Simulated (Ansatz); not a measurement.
**GaN (100): surface energy and levels**

The task, for GaN: compute energy, relaxation and work function or band edges of the (100) face.

The COD entry's cell or inner coordinates are ideal or old and differ from later refinements, so a difference from it is no clean test against experiment.

Program: Ansatz 0.2.0. Level of theory: DFT PBEsol, scalar-relativistic, plane waves, PAW. These are calculated values, not measurements.

1 further run of the same task is left out (set aside as unsound or not needed).

### Step 1. The system as given

Symmetry: P6_3mc, No. 186, hexagonal system. Conventional cell: a = 3.183 Å, b = 3.183 Å, c = 5.185 Å, α = 90.00°, β = 90.00°, γ = 120.00°. Ga (site symmetry 3m) is surrounded by 4 N at 1.95 Å. N (site symmetry 3m) has 4 Ga at 1.95 Å as nearest neighbours.

Structure file:

```cif
data_structure
_symmetry_space_group_name_H-M 'P 1'
_symmetry_Int_Tables_number 1
_cell_length_a 3.1826
_cell_length_b 3.1826
_cell_length_c 5.1854
_cell_angle_alpha 90.000
_cell_angle_beta 90.000
_cell_angle_gamma 120.000
_cell_volume 45.49
loop_
_atom_site_label
_atom_site_type_symbol
_atom_site_fract_x
_atom_site_fract_y
_atom_site_fract_z
_atom_site_occupancy
Ga1 Ga 0.33333 0.66667 0.99919 1
Ga2 Ga 0.66667 0.33333 0.49919 1
N1 N 0.33333 0.66667 0.37581 1
N2 N 0.66667 0.33333 0.87581 1
```

It is the result of an earlier relaxation at this level (volume 11.37 Å³/atom; gap on the mesh: 1.88 eV).

Bulk energy on matching settings, from an earlier run: -2061.4235 eV/atom.

### Step 2. The (100) slab

Miller indices refer to the conventional cell of the relaxed bulk, P6_3mc (No. 186): a = 3.183 Å, b = 3.183 Å, c = 5.185 Å, α = 90.00°, β = 90.00°, γ = 120.00°.

Cut from the relaxed bulk: a (100) slab, 3.7 Å thick as cut, with 15 Å of vacuum; its outer planes are GaN (top) and GaN (bottom).

The slab as cut. Layers, bottom to top:

```
plane  atoms per cell  height over the lowest (Å)
    1             GaN                        0.00
    2             GaN                        0.92
    3             GaN                        2.76
    4             GaN                        3.67
```

### Step 3. The slab as cut, atoms at the bulk's places

A dipole layer in the vacuum cancels the field that periodic copies would set up if the slab's two faces differ.

The input, input.yaml:

```yaml
crystal:
  lattice:
    - [3.182578488, 0.0, 0.0]
    - [0.0, 5.18542608, 0.0]
    - [0.0, 0.0, 18.6749250935]
  atoms:
    - { symbol: Ga, position: [0.0, 0.000805893, 0.4016080366] }
    - { symbol: "N", position: [0.0, 0.624194107, 0.4016080366] }
    - { symbol: Ga, position: [0.5, 0.500805893, 0.4508040183] }
    - { symbol: "N", position: [0.5, 0.124194107, 0.4508040183] }
    - { symbol: Ga, position: [0.5, 0.000805893, 0.5491959817] }
    - { symbol: "N", position: [0.5, 0.624194107, 0.5491959817] }
    - { symbol: Ga, position: [0.0, 0.500805893, 0.5983919634] }
    - { symbol: "N", position: [0.0, 0.124194107, 0.5983919634] }
basis:
  ecutwfc: 420
kpoints:
  mp_grid: { grid: [8, 5, 1] }
hamiltonian:
  xc: pbesol
scf:
  occupations: { method: gaussian, width: 0.05 }
output:
  forces: true
  stress: true
  eigenvalues: true
  write_density: true
  write_potential: true
  elf: true
  volumetric_format: npy
efield:
  axis: 3
  dipole_correction: true
```

Launch:

```sh
$ ansatz run input.yaml --threads 1 --pin off --max-ram 2560MiB --backend cpu --events-out ev --progress --plain --runs-dir out
```

The program printed:

```text
Warning: RAYON_NUM_THREADS=1 ignored (pool sized by the plan → 1); use --threads N
Engine: ansatz 0.2.0, x86_64-unknown-linux-gnu
Pseudopotentials: kind: paw
Pseudopotential: Ga, paw, valence charge 13, recommended cutoff 420 eV (normal), Ga.paw.azcp
Pseudopotential: N, paw, valence charge 5, recommended cutoff 420 eV (normal), N.paw.azcp
Functional definition: PBEsol
  exchange = pbesol_x
  correlation = pbesol_c
Crystal: 8 atoms, lattice volume = 308.193 Å³
Basis set: ecut = 420 eV, 6037 PW (Γ), exchange–correlation on 48×72×250 points (8 copies of the dense FFT grid, shifted against one another)
Bands: 44, of which v1, the nominal top of the filled ones, is band 36 counted from 1 (35 counted from 0)
Symmetry: 2 space group operations
k-points: 15 of 40 (time reversal used)
Non-local potential: Ga, projectors of the file, l = 0: 2, l = 1: 2, l = 2: 3, l = 3: 1
Non-local potential: N, projectors of the file, l = 0: 2, l = 1: 2, l = 2: 1
PAW form: soft (Blöchl's): semilocal exchange-correlation on the pseudo side does not see the compensation charge
PAW frozen core: Ga, regenerated for the run's functional, and the local potential with it (the file was generated under x = pbe(κ = 0.804, μ = 0.2195149727645171), c = pbe(β = 0.06672455060314922))
PAW frozen core: N, regenerated for the run's functional, and the local potential with it (the file was generated under x = pbe(κ = 0.804, μ = 0.2195149727645171), c = pbe(β = 0.06672455060314922))
PAW one-centre angular grid: Ga, 590 points (default); XC on 64 Gauss nodes
PAW one-centre angular grid: N, 110 points (default); XC on 64 Gauss nodes
Initial density: superposition of atomic densities (neutral atoms: chi_scale 0, normalization atom), corrected by the library's trained network
Initial wavefunctions: pseudopotential atomic-orbital guess
Functional: x = pbesol(κ = 0.804, μ = 0.12345679012345678), c = pbesol(β = 0.046)
SCF iter   1: F=—  HF=-16486.900612 eV  |F-HF|=—  |Δ(HF+E_count)|=         —  Δρ=8.06e-3  dr2=2.27e-1  ethr=1.77e-3  p=0.000 e·Å  D=1.35e-14 V/Å  ΔV_dip=-0.00 eV  dr2_dipole=3.85e-8  V_vac-E_F(+/−)=4.45/4.45 eV  ⟨swp⟩=7.2  Hψ=2958  notcnv=0  defer=3
efield: sawtooth ramp at fractional position 0.9500 (placed from the atoms, in the widest stretch of the axis that holds none; the zero of the levels goes with the place), width 0.1000; the density the first Hamiltonian is built on has a dipole p = 0.000 e·Å; the dipole correction subtracts the counter field D = 1.35e-14 V/Å, which shifts the + side's vacuum level by -0.00 eV against the − side's; the planar-averaged density in the ramp window peaks in size at 3.2e-5 e/Å³
preconditioner: auto → Resta (q_TF=auto, 2.141 Å⁻¹)  ε∞=2.5  [insulator: Δε(μ)=0.258 eV  Ē_g=14.895 eV  σ=0.050 eV  W_gap=1.00  n_scr=44 (ndim 8)  ℏωp=17.9 eV  f_vac=0.635  D(μ)=0.00/eV (n_scr^D=0)  ε∞_Penn≈2.5  vacuum switching on, ρ_ref=1.6e-2 e/Å³]
SCF iter   2: F=—  HF=-16486.856938 eV  |F-HF|=—  |Δ(HF+E_count)|=   4.37e-2  Δρ=3.14e-3  dr2=3.91e-2  ethr=3.16e-4  p=-0.000 e·Å  D=-4.72e-5 V/Å  ΔV_dip=0.00 eV  dr2_dipole=1.22e-7  V_vac-E_F(+/−)=4.80/4.80 eV  ⟨swp⟩=3.0  Hψ=1119  notcnv=0  defer=35
SCF iter   3: F=—  HF=-16486.850161 eV  |F-HF|=—  |Δ(HF+E_count)|=   6.78e-3  Δρ=8.38e-4  dr2=1.95e-3  ethr=5.43e-5  p=0.000 e·Å  D=8.07e-6 V/Å  ΔV_dip=-0.00 eV  dr2_dipole=9.67e-9  V_vac-E_F(+/−)=4.72/4.72 eV  ⟨swp⟩=2.0  Hψ=900  notcnv=0  defer=35
SCF iter   4: F=—  HF=-16486.850481 eV  |F-HF|=—  |Δ(HF+E_count)|=   3.20e-4  Δρ=4.29e-4  dr2=5.73e-4  ethr=2.71e-6  p=-0.000 e·Å  D=-1.32e-5 V/Å  ΔV_dip=0.00 eV  dr2_dipole=1.48e-8  V_vac-E_F(+/−)=4.74/4.74 eV  ⟨swp⟩=2.1  Hψ=869  notcnv=0  defer=35
SCF iter   5: F=—  HF=-16486.850673 eV  |F-HF|=—  |Δ(HF+E_count)|=   1.92e-4  Δρ=1.25e-4  dr2=4.33e-5  ethr=7.96e-7  p=0.000 e·Å  D=1.24e-5 V/Å  ΔV_dip=-0.00 eV  dr2_dipole=1.55e-8  V_vac-E_F(+/−)=4.76/4.76 eV  ⟨swp⟩=3.3  Hψ=1300  notcnv=0  defer=35
SCF iter   6: F=—  HF=-16486.850637 eV  |F-HF|=—  |Δ(HF+E_count)|=   3.61e-5  Δρ=4.43e-5  dr2=4.93e-6  ethr=6.02e-8  p=-0.000 e·Å  D=-1.67e-5 V/Å  ΔV_dip=0.00 eV  dr2_dipole=2.73e-8  V_vac-E_F(+/−)=4.77/4.77 eV  ⟨swp⟩=2.1  Hψ=1182  notcnv=0  defer=35
SCF iter   7: F=—  HF=-16486.850641 eV  |F-HF|=—  |Δ(HF+E_count)|=   3.56e-6  Δρ=1.65e-5  dr2=1.22e-6  ethr=6.84e-9  p=0.000 e·Å  D=4.38e-5 V/Å  ΔV_dip=-0.00 eV  dr2_dipole=1.88e-7  V_vac-E_F(+/−)=4.77/4.77 eV  ⟨swp⟩=2.6  Hψ=1122  notcnv=0  defer=35
SCF iter   8: F=—  HF=-16486.850641 eV  |F-HF|=—  |Δ(HF+E_count)|=   5.21e-7  Δρ=1.59e-5  dr2=1.88e-6  ethr=1.69e-9  p=-0.000 e·Å  D=-6.29e-5 V/Å  ΔV_dip=0.00 eV  dr2_dipole=3.84e-7  V_vac-E_F(+/−)=4.77/4.77 eV  ⟨swp⟩=2.0  Hψ=826  notcnv=0  defer=35
SCF iter   9: F=—  HF=-16486.850641 eV  |F-HF|=—  |Δ(HF+E_count)|=   9.00e-8  Δρ=6.55e-6  dr2=2.88e-7  ethr=1.69e-9  p=-0.000 e·Å  D=-2.36e-5 V/Å  ΔV_dip=0.00 eV  dr2_dipole=5.65e-8  V_vac-E_F(+/−)=4.77/4.77 eV  ⟨swp⟩=1.9  Hψ=688  notcnv=0  defer=35
SCF iter  10: F=-16486.850641 eV  HF=-16486.850641 eV  |F-HF|=1.31e-8  |Δ(HF+E_count)|=   1.36e-8  Δρ=1.66e-6  dr2=1.59e-8  ethr=1.39e-10  p=-0.000 e·Å  D=-5.10e-6 V/Å  ΔV_dip=0.00 eV  dr2_dipole=2.57e-9  V_vac-E_F(+/−)=4.77/4.77 eV  ⟨swp⟩=20.1  Hψ=5460  notcnv=0
SCF 1 converged in 10 iterations: F = -16486.850641 eV  dr2 = 1.59e-8
WARN: The output density's exchange-correlation potential varies sharply where the density is thin. Do not read a vacuum level from v_tot or v_xc, or from such a field of the output density. On a cell that repeats whose density bears no net charge and no dipole along the vacuum's axis use v_es (v_loc + v_h of the components); under efield.dipole_correction with no amplitude use v_es + v_field, which holds any external_charges[].barrier, or the levels of the report's work_function block, which leave it out; under a non-zero efield.amplitude the vacuum is tilted and has no level; on a cell that repeats and bears such a dipole with no correction it is tilted too, and efield.dipole_correction with no amplitude gives each side of its ramp a level where efield: is served; in a cell that repeats whose density bears a net charge (total_charge, or a fill off its count) it is curved and has none; of a slab under crystal.periodic whose density bears no net charge use v_es, which has a level on each side, short of where the two are joined; of another it falls or rises all the way out and has none; of a slab beside external_charges read slab_vacuum_level instead, which it has where they leave it neutral. The grid or the basis barely resolves most such structure, and the values can differ between equally converged runs; as a rule a tighter scf.convergence.dr2_threshold does not remove it. Where the density itself ripples (under the LDA too) a higher basis.ecutwfc lessens it. The files hold the spikes' plane waves up to the density's cutoff. Files: v_tot_of_output_density and the like, and their columns of v_z.tsv (output.write_potential); v_xc_of_output_density and the like, and their columns of v_comp_z.tsv (output.write_potential_components). Measured: with its Gaussian average of σ = 0.25 Å subtracted twice, the exchange-correlation potential is over 0.1 eV at 84 of the grid points where the equally averaged density (valence and model cores) is under 1e-3 e/Å³, and 0.304 eV at the most among them, at an averaged density of 1.5e-7 e/Å³. The input density's (outcome.potential() and, of a run that writes arrays, v_tot and v_xc) is over 0.1 eV, so measured, at 30 points of its own thin density, 0.193 eV at the most. See output.write_potential in the manual, Limitations
SCF converged after 10 iterations
Free energy (F): -16486.850641 eV
Harris-Foulkes:  -16486.850641 eV  (|F-HF|=1.31e-8)
Internal energy: -16486.850641 eV  (E = F + TS)
E sigma→0 (E₀):  -16486.850641 eV
Fermi energy:    -0.376409 eV
Dipole field:    D = 0.000050 V/Å  (p = 0.000085 e·Å, saw-weighted, corrected)
Work function:   Φ+ = 4.7700 eV   Φ− = 4.7710 eV
Levels:          The Fermi level and band energies are counted from a zero that moves with the ramp; work functions are not
--- Per-component energies (eV) ---
  E_band       = -779.348325
  E_kinetic    = 974.084062
  E_local      = -54065.622374  (includes V_loc(G=0)·N_el)
  E_nonlocal   = 1899.170454
  E_hartree    = 26341.490705
  E_xc         = -505.746342
  E_vxc        = -528.425873  (∫ρ·V_xc dr)
  E_paw        = -8299.295866  (= ΣΔE_a)
  E_vpaw       = -1741.539416  (= ΣTr[D̂ρ^β])
  E_aug_tail   = 0.000119  (compensation charges beyond the density's cutoff)
  E_efield     = 0.000000  (sawtooth field / dipole correction)
  E_vefield    = 0.000000  (∫n·V_field dr)
  E_ewald      = 17165.504293
  E_core_change = 3.564307  (= ΣΔE_core)
  E_smearing   = -0.000000  (= −TS)
  E_closure    = -0.000000  (closes the sum)
  Σ components = -16486.850641   (vs F -16486.850641, Δ=0.00e0)
--- Forces (eV/Å), atoms counted from 1 ---
  atom   1  Ga     0.00000000    -1.82725733     1.73032953
  atom   2  N      0.00000000     0.66425897     0.55180526
  atom   3  Ga     0.00000000     0.67777089    -1.72719400
  atom   4  N      0.00000000     0.48525993    -1.68804572
  atom   5  Ga     0.00000000     0.67773021     1.72724581
  atom   6  N      0.00000000     0.48527061     1.68794276
  atom   7  Ga     0.00000000    -1.82722008    -1.73033111
  atom   8  N      0.00000000     0.66420465    -0.55179014
  max |Σ_I F_I| component: 3.76e-5 eV/Å
--- Stress (GPa, compression-positive) ---
       -0.797790       0.000000       0.000000
        0.000000      -3.660727      -0.000002
        0.000000      -0.000002      -1.098085
  P = ⅓ Tr σ = -1.8522 GPa (-18.522 kbar)
--- Band table (eV; the first three rows and the last of 15) ---
  k-point 0: bands = ["-16.7212", "-16.3381", "-15.4292", "-15.4189", "-14.9451", "-14.9425", "-14.8814", "-14.8585", "-14.7913", "-14.7839", "-14.7378", "-14.7336", "-14.4966", "-14.4099", "-14.0068", "-13.9679", "-13.9664", "-13.9547", "-13.8575", "-13.8563", "-13.8252", "-13.3100", "-12.5209", "-11.9287", "-7.4994", "-6.9305", "-5.2868", "-4.8906", "-3.2857", "-2.7642", "-2.4929", "-1.5526", "-1.5419", "-1.0506", "-1.0420", "-0.5700", "-0.1828", "1.2495", "3.7410", "3.9617", "4.3590", "4.7220", "4.8126", "5.0953"]
  k-point 1: bands = ["-16.6524", "-16.3425", "-15.3969", "-15.3882", "-14.9453", "-14.9432", "-14.8773", "-14.8573", "-14.7891", "-14.7836", "-14.7353", "-14.7321", "-14.4832", "-14.4079", "-14.0065", "-13.9697", "-13.9692", "-13.9458", "-13.8642", "-13.8532", "-13.8297", "-13.2485", "-12.8754", "-12.1401", "-6.9539", "-6.8996", "-5.3049", "-4.6737", "-3.1667", "-2.5437", "-2.4815", "-2.4774", "-1.4618", "-1.1253", "-0.9217", "-0.6914", "0.3248", "1.2415", "3.6973", "3.8643", "4.2235", "4.4182", "4.9836", "5.3434"]
  k-point 2: bands = ["-16.5028", "-16.3849", "-15.3368", "-15.3341", "-14.9453", "-14.9445", "-14.8637", "-14.8549", "-14.7889", "-14.7873", "-14.7311", "-14.7300", "-14.4300", "-14.4005", "-13.9738", "-13.9725", "-13.9523", "-13.9263", "-13.8648", "-13.8467", "-13.8387", "-13.5424", "-12.9891", "-12.5922", "-6.7127", "-6.1716", "-5.4279", "-4.0058", "-3.3415", "-2.8651", "-2.5646", "-2.4453", "-1.4312", "-1.1738", "-1.0769", "-0.9686", "0.7480", "1.0633", "3.8105", "3.8813", "4.4174", "4.6901", "5.1900", "5.6915"]
  k-point 14: bands = ["-16.2841", "-16.2250", "-15.2798", "-15.2777", "-14.9078", "-14.9048", "-14.8780", "-14.8761", "-14.7615", "-14.7593", "-14.4554", "-14.4403", "-14.3719", "-14.3341", "-13.9874", "-13.9855", "-13.9497", "-13.9333", "-13.8284", "-13.8205", "-12.9715", "-12.7382", "-12.0856", "-11.9671", "-7.2981", "-7.2807", "-6.9592", "-6.6041", "-3.9371", "-3.5575", "-2.9725", "-2.9226", "-2.6643", "-2.4566", "-1.0556", "-0.9827", "1.1930", "1.5447", "3.8293", "4.1930", "4.9115", "5.0095", "6.6253", "6.8924"]
```

Run time: 32 s. Hardware: 1 thread of Intel Xeon at 2.70GHz, shared host; peak memory 0.52 GiB.

This gives gap on the mesh 0.39 eV (a mesh can miss band crossings, so it may be none).

Plane-averaged electrostatic potential energy of an electron across the slab, counted from the valence-band top:

z (Å), V (eV) and a bar:
```
     1.79       4.96 ##############################
     2.09       4.96 ##############################
     2.39       4.96 ##############################
     2.69       4.96 ##############################
     2.99       4.96 ##############################
     3.29       4.96 ##############################
     3.59       4.96 ##############################
     3.88       4.96 ##############################
     4.18       4.96 ##############################
     4.48       4.96 ##############################
     4.78       4.95 ##############################
     5.08       4.93 ##############################
     5.38       4.89 ##############################
     5.98       4.58 #############################
     6.27       4.07 ############################
     6.57       2.84 #########################
     6.87       0.04 ###################
     7.17      -3.96 ##########
     7.47      -6.93 ###
     7.77      -8.09 
     8.07      -8.23 
     8.37      -7.56 ##
     8.67      -5.38 #######
     8.96      -1.90 ##############
     9.26       0.41 ####################
     9.56      -0.41 ##################
     9.86      -3.69 ##########
    10.16      -6.69 ####
    10.46      -8.02 #
    10.76      -8.25 
    11.06      -7.70 #
    11.35      -5.68 ######
    11.65      -1.95 ##############
    11.95       1.67 #######################
    12.25       3.61 ###########################
    12.55       4.38 #############################
    12.85       4.71 #############################
    13.45       4.91 ##############################
    13.74       4.94 ##############################
    14.04       4.95 ##############################
    14.34       4.96 ##############################
    14.64       4.96 ##############################
    14.94       4.96 ##############################
    15.24       4.96 ##############################
    15.54       4.96 ##############################
    15.84       4.96 ##############################
    16.14       4.96 ##############################
    16.43       4.96 ##############################
    16.73       4.96 ##############################
    17.03       4.96 ##############################
```

Density in a lattice plane of the grid's cell (edges 5.19 and 18.67 Å, at 0.000 of the third edge), which holds Ga and N.

Values in e/Å³, 12 rows by 6 columns:
```
 0.00  0.00  0.00  0.00  0.00  0.00
 0.00  0.00  0.00  0.00  0.00  0.00
 0.00  0.00  0.00  0.00  0.00  0.00
 0.06  0.10  0.07  0.10  0.04  0.02
 1.01  2.96  0.66 23.17  0.43  0.09
 0.05  0.06  0.04  0.05  0.06  0.04
23.17  0.43  0.09  1.01  2.96  0.66
 0.10  0.04  0.02  0.06  0.10  0.07
 0.00  0.00  0.00  0.00  0.00  0.00
 0.00  0.00  0.00  0.00  0.00  0.00
 0.00  0.00  0.00  0.00  0.00  0.00
 0.00  0.00  0.00  0.00  0.00  0.00
```
Columns run along the first of these edges and rows up along the second, over one cell in 6 and 12 even steps from the bottom left corner. Atoms in the plane (fractional): Ga at (0.00, 0.40), N at (0.62, 0.40), Ga at (0.50, 0.60), N at (0.12, 0.60).

ELF in the same plane.

Values, 12 rows by 6 columns:
```
0.00 0.00 0.00 0.00 0.00 0.00
0.00 0.00 0.00 0.00 0.00 0.00
0.02 0.03 0.02 0.02 0.01 0.00
0.62 0.60 0.41 0.27 0.21 0.08
0.73 0.50 0.35 0.02 0.22 0.07
0.04 0.04 0.03 0.04 0.04 0.03
0.02 0.22 0.07 0.73 0.50 0.35
0.27 0.21 0.08 0.62 0.60 0.41
0.02 0.01 0.00 0.02 0.03 0.02
0.00 0.00 0.00 0.00 0.00 0.00
0.00 0.00 0.00 0.00 0.00 0.00
0.00 0.00 0.00 0.00 0.00 0.00
```
Columns run along the first of these edges and rows up along the second, over one cell in 6 and 12 even steps from the bottom left corner. Atoms in the plane (fractional): Ga at (0.00, 0.40), N at (0.62, 0.40), Ga at (0.50, 0.60), N at (0.12, 0.60).

Both are smooth fields of the valence electrons: close to the nuclei they are not physical.

Maxima of ELF outside the ion cores: 0.89 beside N, off the lines to its neighbours, 0.7 Å from N; 0.85 in the shell around N, 0.6 Å from N; 0.85 on the N–Ga line, 0.7 Å from N.

[end of part 1 of 2]
